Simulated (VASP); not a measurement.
# MoP: single point with PBE

MoP:

```
Mo P
1.0
     3.22300    0.00000    0.00000
    -1.61150    2.79120    0.00000
     0.00000    0.00000    3.19100
Mo P
1 1
Cartesian
  0.0000 0.0000 0.0000
  0.0000 1.8608 1.5955
```

```
Program                : VASP 6.6.1
Task                   : single point
Functional             : PBE
Potentials or basis    : VASP PAW PBE potentials, release 54 (Mo_sv, P)
Cutoff                 : 520 eV
k mesh                 : 10 × 10 × 8
Occupations            : gaussian, width 0.1 eV
Spin                   : no spin polarisation
Further INCAR settings : ALGO = Normal; EDIFF = 1.00e-06
```

| Property | Result |
| --- | --- |
| Pressure | 2.7 GPa |
| Band gap on the k mesh | none (metal or under the smearing width) |

Stress tensor (GPa, compression positive):
```
2.87 0.00 0.00
0.00 2.87 0.00
0.00 0.00 2.23
```

Levels at points of the mesh, in eV from the Fermi level:
| k point | band 8 | band 9 | band 10 | band 11 | band 12 | band 13 |
| --- | --- | --- | --- | --- | --- | --- |
| (0.00, 0.00, 0.00) | -3.29 | -0.70 | 0.29 | 0.29 | 4.14 | 4.14 |
| (0.50, 0.00, 0.00) | -3.72 | -1.26 | -0.41 | 1.74 | 2.38 | 4.66 |
| (0.00, 0.00, 0.50) | -2.71 | -1.66 | -1.66 | 1.35 | 2.95 | 2.95 |
| (0.50, 0.00, 0.50) | -4.42 | -1.02 | 1.46 | 1.86 | 3.57 | 5.09 |

Wall time 19 s on 1 thread of Intel(R) Xeon(R) Platinum 8488C (Sapphire Rapids), on a shared host, peak memory 0.15 GiB.
